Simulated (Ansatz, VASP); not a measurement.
**CuAu in VASP and in Ansatz**

```
Au Cu
1.0
     2.79188    0.00000    0.00000
     0.00000    2.79188    0.00000
     0.00000    0.00000    3.66027
Au Cu
1 1
Cartesian
  0.0000 0.0000 0.0000
  1.3959 1.3959 1.8301
```

Alike in both runs: task single point; functional LDA; k mesh 9 × 9 × 7; occupations fermi-dirac, width 0.05 eV; no spin polarisation.

```csv
,VASP,Ansatz
version,VASP 6.6.1,Ansatz 0.2.0
potentials or method,"VASP PAW LDA potentials, release 64 (Au, Cu)",Ansatz PAW
plane-wave cutoff (eV),520,420
valence electrons in the cell,22,38
```

Ansatz gave:

| Quantity | Value |
| --- | --- |
| gap on the k mesh at the Fermi level (eV) | none |
| pressure (GPa) | -6.1 |
| largest component of the traceless stress (GPa) | 0.38 |

**Question.** What did VASP give for the same quantities?

**Answer.** gap on the k mesh at the Fermi level (eV): none; pressure (GPa): -5.6; largest component of the traceless stress (GPa): 0.39.

A gap of «none» marks a metal or a gap that the smearing closes. The two sets of potentials don't hold the same shells in valence.

Caveats: the PAW data sets come from PBE, with cores solved anew for the run's functional, which leaves a small shift of forces and pressure (Ansatz). Spin-orbit coupling is left out, which matters for the levels of Au.
